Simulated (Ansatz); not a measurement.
Crystal: InAs.

```
In As
1.0
     0.00000    3.01800    3.01800
     3.01800    0.00000    3.01800
     3.01800    3.01800    0.00000
In As
1 1
Direct
  0.00000 0.00000 0.00000
  0.75000 0.75000 0.75000
```

Below is the output of Ansatz 0.2.0 for this cell. Logs are shortened: lines on timing, memory, paths and dates and some standing lists are left out, and cuts for length are marked.

```text
Warning: RAYON_NUM_THREADS=1 ignored (pool sized by the plan → 1); use --threads N
LAPW: plane waves up to 8.078 Å⁻¹, error target 3.0e-3 eV per atom; small_component_spin mean_spin; As in spheres of 1.261 Å, 23 of its electrons in bands, Dirac shells []; In in spheres of 1.353 Å, 21 of its electrons in bands, Dirac shells [] (how accurate: hamiltonian.pseudopotentials.lapw.basis_error, Limitations)
Engine: ansatz 0.2.0, x86_64-unknown-linux-gnu
Pseudopotentials: kind: all_electron
Pseudopotential: In, LAPW, valence charge 21, lapw/all_electron/scalar/gaussian/In, Koelling and Harmon's equation, gaussian nucleus
Pseudopotential: As, LAPW, valence charge 23, lapw/all_electron/scalar/gaussian/As, Koelling and Harmon's equation, gaussian nucleus
Functional definition: PBE
  parameter kappa = 0.804
  parameter beta = 0.06672455060314922
  exchange = pbe_x(kappa = kappa, mu = beta*pi^2/3)
  correlation = pbe_c(beta = beta)
Crystal: 2 atoms, lattice volume = 54.978 Å³
Basis set: ecut = 248.64435351961833 eV, 531 PW (Γ), exchange–correlation at level 2
Bands: 27, of which v1, the nominal top of the filled ones, is band 22 counted from 1 (21 counted from 0)
Symmetry: 24 space group operations
Space group: F-43m (ITA 216), of the structure as read, at distance tolerance 3.8e-5 Å
k-points: 16 of 216 (time reversal used)
Non-local potential: In, projectors of the file, none
Non-local potential: As, projectors of the file, none
Initial density: superposition of atomic densities (chi_scale 0.1, normalization cell, long waves kept (reshape's long-wave potential 0.00 eV rms))
Initial wavefunctions: plane waves of lowest kinetic energy (no species holds an atomic orbital)
Functional: x = pbe(κ = 0.804, μ = 0.2195149727645171), c = pbe(β = 0.06672455060314922)
iter 1 solved again at ethr=2.03e-3 eV; its pass at ethr=1.00e-1 eV (dr2=8.93e-1 eV) is discarded
SCF iter   1: F=—  HF=-221570.588368 eV  |F-HF|=—  |Δ(HF+E_count)|=         —  Δρ=2.94e-2  dr2=8.94e-1  ethr=2.03e-3  ⟨swp⟩=2.0  Hψ=2740  notcnv=0
preconditioner: auto → none  [insulator: Δε(μ)=0.159 eV  Ē_g=15.128 eV  σ=0.060 eV  W_gap=0.53  n_scr=14 (ndim 8)  ℏωp=21.2 eV  f_vac=0.128  D(μ)=0.08/eV (n_scr^D=0)  ε∞_Penn≈3.0]
iter 2 solved again at ethr=1.00e-4 eV; its pass at ethr=2.03e-3 eV (dr2=4.40e-2 eV) is discarded
SCF iter   2: F=—  HF=-221570.329018 eV  |F-HF|=—  |Δ(HF+E_count)|=   2.59e-1  Δρ=9.27e-3  dr2=4.40e-2  ethr=1.00e-4  ⟨swp⟩=2.0  Hψ=2190  notcnv=0
SCF iter   3: F=—  HF=-221570.313356 eV  |F-HF|=—  |Δ(HF+E_count)|=         —  Δρ=4.67e-3  dr2=1.28e-2  ethr=1.00e-4  ⟨swp⟩=2.0  Hψ=1280  notcnv=0
the basis was enlarged: its passes take 81.0 KiB over the memory plan, 1 of 1 planned eigensolver slots
SCF iter   4: F=—  HF=-221570.313508 eV  |F-HF|=—  |Δ(HF+E_count)|=   1.53e-4  Δρ=1.71e-3  dr2=1.86e-3  ethr=2.90e-5  ⟨swp⟩=2.0  Hψ=1209  notcnv=0
SCF iter   5: F=—  HF=-221570.313454 eV  |F-HF|=—  |Δ(HF+E_count)|=   5.42e-5  Δρ=3.12e-4  dr2=6.98e-5  ethr=4.22e-6  ⟨swp⟩=2.1  Hψ=1208  notcnv=0
SCF iter   6: F=—  HF=-221570.313492 eV  |F-HF|=—  |Δ(HF+E_count)|=   3.76e-5  Δρ=5.80e-5  dr2=1.61e-6  ethr=1.59e-7  ⟨swp⟩=3.0  Hψ=1244  notcnv=0
SCF iter   7: F=-221570.313495 eV  HF=-221570.313495 eV  |F-HF|=1.33e-7  |Δ(HF+E_count)|=   3.51e-6  Δρ=9.86e-6  dr2=5.79e-8  ethr=3.66e-9  ⟨swp⟩=3.0  Hψ=1269  notcnv=0
SCF 1 converged in 7 iterations: F = -221570.313495 eV  dr2 = 5.79e-8
SCF converged after 7 iterations
Free energy (F): -221570.313495 eV
Harris-Foulkes:  -221570.313495 eV  (|F-HF|=1.33e-7)
Internal energy: -221570.312235 eV  (E = F + TS)
E sigma→0 (E₀):  -221570.312865 eV
Entropy (-TS):   -0.001261 eV (-0.630 meV/atom)
Fermi energy:    9.797721 eV
--- Per-component energies (eV) ---
  E_band       = -1912.105426
  E_kinetic    = 230887.947560
  E_xc         = -6636.114665
  E_electrostatic = -445822.145130  (all electrons and nuclei)
  E_smearing   = -0.001261  (= −TS)
  E_closure    = 0.000000  (closes the sum)
  E_atoms      = -221562.685075  (free atoms, spherical and without spin; not in F)
  Σ components = -221570.313495   (vs F -221570.313495, Δ=0.00e0)
  Basis errors (estimates in eV, not in F): energy 1.3e-3 per atom: plane waves 1.2e-3 (7.1e-4 summed), levels above the bands 7.2e-63, relativity 8.7e-8, radial functions 1.2e-4, core shells 3.7e-7; eigenvalues (radial functions only) 3.3e-6; not estimated: angular momenta, meshes, grids; target (lapw.basis_error) 3.0e-3; muffin-tin radii As 1.261 Å, In 1.353 Å
--- Forces (eV/Å), atoms counted from 1 ---
  atom   1  In     0.00000000    -0.00000000    -0.00000000
  atom   2  As    -0.00000000     0.00000000     0.00000000
  max |Σ_I F_I| component: 1.39e-17 eV/Å
--- Stress (GPa, compression-positive) ---
        4.374007      -0.000000      -0.000000
       -0.000000       4.374007       0.000000
       -0.000000       0.000000       4.374007
  P = ⅓ Tr σ = 4.3740 GPa (43.740 kbar)
--- Band table (eV; the first three rows and the last of 16) ---
  k-point 0: bands = ["-174.8086", "-118.1804", "-118.1804", "-118.1804", "-105.4610", "-63.9472", "-63.9472", "-63.9472", "-25.2263", "-25.2263", "-25.2263", "-25.2184", "-25.2184", "-4.6577", "-4.6577", "-4.6577", "-4.5301", "-4.5301", "-2.1479", "9.5790", "9.7501", "9.7501", "9.7501", "13.6669", "13.6669", "13.6669", "17.2889"]
  k-point 1: bands = ["-174.8086", "-118.1804", "-118.1804", "-118.1804", "-105.4610", "-63.9472", "-63.9472", "-63.9472", "-25.2263", "-25.2262", "-25.2262", "-25.2184", "-25.2184", "-4.6923", "-4.6476", "-4.6476", "-4.5301", "-4.5301", "-1.8629", "7.2460", "9.4345", "9.4345", "11.0140", "14.0808", "14.1136", "14.1136", "18.3599"]
  k-point 2: bands = ["-174.8086", "-118.1804", "-118.1804", "-118.1804", "-105.4610", "-63.9473", "-63.9472", "-63.9472", "-25.2264", "-25.2261", "-25.2261", "-25.2183", "-25.2183", "-4.7550", "-4.6313", "-4.6313", "-4.5263", "-4.5263", "-1.1538", "5.0010", "8.9526", "8.9526", "10.8748", "14.4782", "14.4782", "15.9191", "17.9243"]
  k-point 15: bands = ["-174.8086", "-118.1804", "-118.1804", "-118.1804", "-105.4610", "-63.9473", "-63.9473", "-63.9473", "-25.2265", "-25.2260", "-25.2258", "-25.2184", "-25.2180", "-4.8265", "-4.5977", "-4.5811", "-4.5522", "-4.5169", "-0.0773", "3.9992", "6.9245", "6.9801", "12.8406", "13.2049", "16.2107", "16.7593", "19.5650"]
```

Q: What input gives this log?

A: Single point with PBE, no spin polarisation. The files as run (others can give the same):

input.yaml
```yaml
crystal:
  lattice:
    - [0.0, 3.018, 3.018]
    - [3.018, 0.0, 3.018]
    - [3.018, 3.018, 0.0]
  atoms:
    - { symbol: In, position: [0.0, 0.0, 0.0] }
    - { symbol: As, position: [0.75, 0.75, 0.75] }
kpoints:
  mp_grid: { grid: [6, 6, 6] }
scf:
  occupations: { method: fermi_dirac, width: 0.06 }
hamiltonian:
  xc: pbe
  pseudopotentials: { kind: all_electron, lapw: { basis_error: 0.003 } }
output:
  forces: true
  stress: true
  eigenvalues: true
```

Potentials or basis: all-electron LAPW, scalar-relativistic.
Run with:
```sh
$ ansatz run input.yaml --threads 1 --pin off --max-ram 3072MiB --backend cpu --events-out ev --progress --plain --runs-dir out
```

Caveat: the k mesh is thin for a metal, which can move the energy by tens of meV per atom; this crystal is a semiconductor, whose small gap the functional closes, so the metal is an error of the method.
